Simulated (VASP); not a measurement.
Input of a VASP 6.6.1 run:

INCAR

```
PREC = Accurate
ENCUT = 600
EDIFF = 1E-7
ISMEAR = 1
SIGMA = 0.1
LREAL = False
LASPH = True
NELM = 80
ALGO = Normal
ISIF = 3
LWAVE = False
LCHARG = False
GGA = CA
IBRION = 2
NSW = 90
EDIFFG = -0.005
KPAR = 2
```

Contents of KPOINTS:

```
regular mesh
0
Gamma
  10 10 10
```

File POSCAR:

```
Sb                                      
1.0
    2.1503935362      1.2415302870      3.6569845101
   -2.1503935362      1.2415302870      3.6569845101
    0.0000000000     -2.4830605740      3.6569845101
  Sb            
     2
Direct
     0.2362318589637210    0.2362318589637210    0.2362318589637210
     0.7637681410362791    0.7637681410362791    0.7637681410362791
```

Potentials or basis: VASP PAW LDA potentials, release 64 (Sb).

Run with:

```sh
$ cat potpaw_LDA.64/Sb/POTCAR > POTCAR
$ mpirun -np 2 vasp_std > vasp.out
```

(1) What does it give for the band gap on the k mesh?

## Answers

(1) none (metal or under the smearing width).

Caveat: the relaxation stopped at its first step, so nothing moved.
